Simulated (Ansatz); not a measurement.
## Ansatz 0.2.0, settings compared: Ca

Run with:

```bash
ansatz run input.yaml --threads 1 --pin off --max-ram 2560MiB --backend cpu --events-out ev --progress --plain --runs-dir out
```

input.yaml:

```yaml
crystal:
  lattice:
    - [0.0, 2.406128, 2.406128]
    - [2.406128, 0.0, 2.406128]
    - [2.406128, 2.406128, 0.0]
  atoms:
    - { symbol: Ca, position: [0.0, 0.0, 0.0] }
  symmetry: { tolerance: 0.0003 }
kpoints:
  mp_grid: { grid: [6, 6, 6], shift: [0, 0, 0] }
magnetization:
  spin_polarized: false
scf:
  occupations: { method: fermi_dirac }
hamiltonian:
  pseudopotentials: { kind: paw }
  xc: pbe
basis:
  ecutwfc: 420
output:
  forces: true
  stress: true
  eigenvalues: true
  write_density: true
  write_potential: true
  elf: true
  volumetric_format: npy
relax:
  max_steps: 40
  cell: {}
```

Origin of the cell: a known structure type with other elements, at an estimated volume, so it need not be a known compound.

The smearing width isn't typed, so it takes its default of 0.1 eV.

Output of this run (shortened):

```
Pseudopotentials: kind: paw
Pseudopotential: Ca, paw, valence charge 10, recommended cutoff 420 eV (normal), Ca.paw.azcp
Functional definition: PBE
  exchange = pbe_x(kappa = kappa, mu = beta*pi^2/3)
  correlation = pbe_c(beta = beta)
Crystal: 1 atoms, lattice volume = 27.860 Å³
Basis set: ecut = 420 eV, 537 PW (Γ), exchange–correlation on 48×48×48 points (8 copies of the dense FFT grid, shifted against one another)
Bands: 9, of which v1, the nominal top of the filled ones, is band 5 counted from 1 (4 counted from 0)
Symmetry: 48 space group operations
Space group: Fm-3m (ITA 225), of the structure as read, at distance tolerance 9.1e-4 Å
k-points: 16 of 216
Initial density: superposition of atomic densities (neutral atoms: chi_scale 0, normalization atom), corrected by the library's trained network
Functional: x = pbe(κ = 0.804, μ = 0.219515), c = pbe(β = 0.066725)
SCF iter   1: F=—  HF=-1816.404800 eV  Δρ=1.71e-3  dr2=6.53e-4
SCF iter   2: F=—  HF=-1816.404779 eV  Δρ=1.11e-3  dr2=3.31e-4
SCF iter   3: F=—  HF=-1816.404904 eV  Δρ=4.51e-4  dr2=5.47e-5
SCF iter   4: F=—  HF=-1816.404880 eV  Δρ=1.67e-4  dr2=6.98e-6
SCF iter   5: F=—  HF=-1816.404880 eV  Δρ=1.10e-4  dr2=3.55e-6
SCF iter   6: F=—  HF=-1816.404879 eV  Δρ=4.63e-5  dr2=6.30e-7
SCF iter   7: F=-1816.404878 eV  HF=-1816.404878 eV  Δρ=9.41e-6  dr2=2.63e-8
relax step   1: F+E_penalty+E_count = -1816.404878 eV  Δ(F+E_penalty+E_count) = +0.000e0 eV  max|allowed force component| = 0.000e0 eV/Å  Δτ_max = 0.0000 Å  P = +13.791 GPa  Ω = 27.860 Å³  (7 […]
relax step   2: F+E_penalty+E_count = -1816.679190 eV  Δ(F+E_penalty+E_count) = -2.743e-1 eV  max|allowed force component| = 0.000e0 eV/Å  Δτ_max = 0.0000 Å  P = +7.290 GPa  Ω = 32.137 Å³  en […]
relax step   3: F+E_penalty+E_count = -1816.822955 eV  Δ(F+E_penalty+E_count) = -1.438e-1 eV  max|allowed force component| = 0.000e0 eV/Å  Δτ_max = 0.0000 Å  P = +2.889 GPa  Ω = 36.830 Å³  en […]
relax step   4: F+E_penalty+E_count = -1816.862075 eV  Δ(F+E_penalty+E_count) = -3.912e-2 eV  max|allowed force component| = 0.000e0 eV/Å  Δτ_max = 0.0000 Å  P = +0.479 GPa  Ω = 40.722 Å³  en […]
relax step   5: F+E_penalty+E_count = -1816.863452 eV  Δ(F+E_penalty+E_count) = -1.378e-3 eV  max|allowed force component| = 0.000e0 eV/Å  Δτ_max = 0.0000 Å  P = +0.011 GPa  Ω = 41.650 Å³  en […]
relax step   6: F+E_penalty+E_count = -1816.868208 eV  Δ(F+E_penalty+E_count) = -4.755e-3 eV  max|allowed force component| = 0.000e0 eV/Å  Δτ_max = 0.0000 Å  P = +0.228 GPa  Ω = 41.650 Å³  stress off target by 2.28e-1 GPa […]
relax step   7: F+E_penalty+E_count = -1816.868562 eV  Δ(F+E_penalty+E_count) = -3.537e-4 eV  max|allowed force component| = 0.000e0 eV/Å  Δτ_max = 0.0000 Å  P = +0.038 GPa  Ω = 42.099 Å³  en […]
relax step   8: F+E_penalty+E_count = -1816.868584 eV  Δ(F+E_penalty+E_count) = -2.247e-5 eV  max|allowed force component| = 0.000e0 eV/Å  Δτ_max = 0.0000 Å  P = +0.038 GPa  Ω = 42.099 Å³  stress off target by 3.82e-2 GPa […]
SCF 8 converged in 4 iterations: F = -1816.868584 eV  dr2 = 1.42e-12
basis re-selected at this cell: Δ(F+E_penalty+E_count) = -2.247e-5 eV, ΔP = -0.000 GPa vs the last step (what re-selecting the basis moved, of the pressure what is left beyond the Pulay corre […]
SCF converged after 4 iterations
Free energy (F): -1816.868584 eV
Harris-Foulkes:  -1816.868584 eV  (|F-HF|=2.05e-12)
Internal energy: -1816.813396 eV  (E = F + TS)
E sigma→0 (E₀):  -1816.840990 eV
Entropy (-TS):   -0.055188 eV (-55.188 meV/atom)
Fermi energy:    4.993929 eV
--- Per-component energies (eV) ---
  E_band       = -174.873250
  E_kinetic    = 275.638727
  E_local      = -848.067097  (includes V_loc(G=0)·N_el)
  E_nonlocal   = 63.660722
  E_hartree    = 283.878712
  E_xc         = -135.902221
  E_vxc        = -169.394280  (∫ρ·V_xc dr)
  E_paw        = -858.247565  (= ΣΔE_a)
  E_vpaw       = -64.468724  (= ΣTr[D̂ρ^β])
  E_aug_tail   = -0.000006  (compensation charges beyond the density's cutoff)
  E_ewald      = -597.774668
  E_smearing   = -0.055188  (= −TS)
  Σ components = -1816.868584   (vs F -1816.868584, Δ=0.00e0)
--- Forces (eV/Å), atoms counted from 1 ---
  atom   1  Ca     0.000000     0.000000    -0.000000
  max |Σ_I F_I| component: 0.0 eV/Å
--- Stress (GPa, compression-positive) ---
        0.038154       0.000000       0.000000
        0.000000       0.038154       0.000000
        0.000000       0.000000       0.038154
  P = ⅓ Tr σ = 0.0382 GPa (0.382 kbar)
--- Relaxed structure (6 steps of the walk, 6 accepted, 2 SCFs on fresh bases) ---
  F+E_penalty+E_count = -1816.868584 eV   max|allowed force component| = 0.000e0 eV/Å   (the final SCF, on the basis selected at the relaxed cell)
  cell:  # Å, volume = 42.0990 Å³
    - [0.0, 2.761090, 2.761090]
    - [2.761090, 0.0, 2.761090]
    - [2.761090, 2.761090, 0.0]
  atoms:
    - { symbol: Ca, position: [0.0, 0.0, 0.0] }
```

The same input was run again with these changes:

1. `magnetization` { spin_polarized: false } → { spin_polarized: true } (starts: random); `basis.xc_grid` default → 4; typed moments: Ca1 0.5
2. `relax.f_tol` default → 0.02; `relax.max_displacement` default → 0.1; `hamiltonian.xc` pbe → lda
3. `basis.xc_grid` default → 1; `scf.occupations.method` fermi_dirac → tetrahedron
4. `basis.ecutrho_ratio` default → 4

```csv
run,end,SCF iterations,volume (Å³/atom),max force component (eV/Å),moment (μB),ΔE(σ→0) (meV/atom)
base,converged,38,42.10,0.000,–,0
1,converged,70,42.10,0.000,0.00,0.00
2,converged,36,38.07,0.000,–,–
3,converged,49,41.43,0.000,–,4.33
4,converged,38,42.10,0.000,–,0.00
```

Energies are compared only where functional, datasets, charge and starting cell are the same.

Caveats of the base run: the k mesh is coarse if the cell is a metal; the relaxation held the start's symmetry, so the end may be a saddle point.

Run 1: a starting moment was lost.
Run 3: forces and stress under tetrahedra may miss the slope of the energy.

The base run took 4.8 s of wall time on 1 CPU thread(s) of a shared host, from the program's own first density.
